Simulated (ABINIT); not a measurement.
W:

```
W
1.0
    -1.58234    1.58234    1.58234
     1.58234   -1.58234    1.58234
     1.58234    1.58234   -1.58234
W
1
Cartesian
  0.0000 0.0000 0.0000
```

Base run:

* Program: ABINIT 10.8.3 (patched build)
* Functional: BLYP
* Potentials or basis: JTH PAW PBE v2.0
* Cutoff: 435 eV
* k mesh: 12 × 12 × 12
* Occupations: fermi-dirac, width 0.05 eV
* Spin: spin-orbit coupling, no magnetisation

Its results: band gap on the k mesh none (metal or under the smearing width); pressure 16.1 GPa.

After a change of settings the same cell gave: band gap on the k mesh none (metal or under the smearing width); pressure 15.0 GPa. Which change was it?
A. functional from BLYP to revPBE
B. functional from BLYP to HCTH407; spin from spin-orbit coupling, no magnetisation to no spin polarisation
C. spin from spin-orbit coupling, no magnetisation to no spin polarisation
D. functional from BLYP to AM05; spin from spin-orbit coupling, no magnetisation to no spin polarisation

C.

Caveats: so large a pressure means that the cell lies far from this level's equilibrium, or that cutoff or potentials fall short; the potentials were made for another functional, which shifts forces and pressure; spin-orbit coupling is left out, which moves the levels of the heavy elements (some runs).
